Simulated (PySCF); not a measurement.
Runs of PySCF 2.14.0 on Sb. It takes space group R-3m (No. 166, trigonal). The conventional cell has a = 4.308 Å, b = 4.308 Å, c = 11.274 Å, α = 90.00°, β = 90.00°, γ = 120.00°. Around Sb (site symmetry 3m) lie 3 Sb at 2.91 Å. 

```tsv
task	level	potentials or basis	k mesh	band path	potentials	conv_tol	max_cycle	other keys	mesh quality	gap on the mesh (eV)	V0 of scaled cells (Å³/atom)	B0 (GPa)
band structure	r2SCAN	DZVP-MOLOPT-SR/GTH-PBE (potentials made for PBE)	6 × 6 × 6	GLB1,BZGX,QFP1Z,LP	Sb GTH-PBE-q5	1e-07 Ha	60	-	not flagged	none	-	-
equation of state	LDA	DZVP-MOLOPT-SR/GTH-PBE (potentials made for PBE)	5 × 5 × 5	-	Sb GTH-PBE-q5	-	-	-	not flagged	-	31.50	56
band structure	PBE	DZVP-MOLOPT-SR/GTH-PBE (potentials made for PBE)	6 × 6 × 6	GLB1,BZGX,QFP1Z,LP	Sb GTH-PBE-q5	1e-07 Ha	60	-	not flagged	none	-	-
equation of state	PBEsol	DZVP-MOLOPT-SR/GTH-PBE (potentials made for PBE)	5 × 5 × 5	-	Sb GTH-PBE-q5	-	-	-	not flagged	-	31.44	56
equation of state	PBEsol	DZVP-MOLOPT-SR/GTH-PBE (potentials made for PBE)	6 × 6 × 6	-	Sb GTH-PBE-q5	-	-	-	not flagged	-	(a)	54
```

Alike in all rows: no spin polarisation; cell as given; smearing fermi-dirac 0.05 eV.

Task: Fill in the values left out.

Result: (a) 31.52.

Caveats: the basis of atomic orbitals isn't converged, which shifts pressures, moduli and gaps; the potentials were made for another functional, which shifts forces and pressure (some runs); the cell was scaled at fixed shape and fractional positions, which overstates the stiffness of a crystal with free parameters, most of all of layers and chains (some runs); spin-orbit coupling is left out, which moves the levels of the heavy elements (some runs).

A k mesh can miss the band edges, and the runs leave out spin-orbit coupling on Sb.

A gap of «none» marks a metal or a gap under the smearing width.
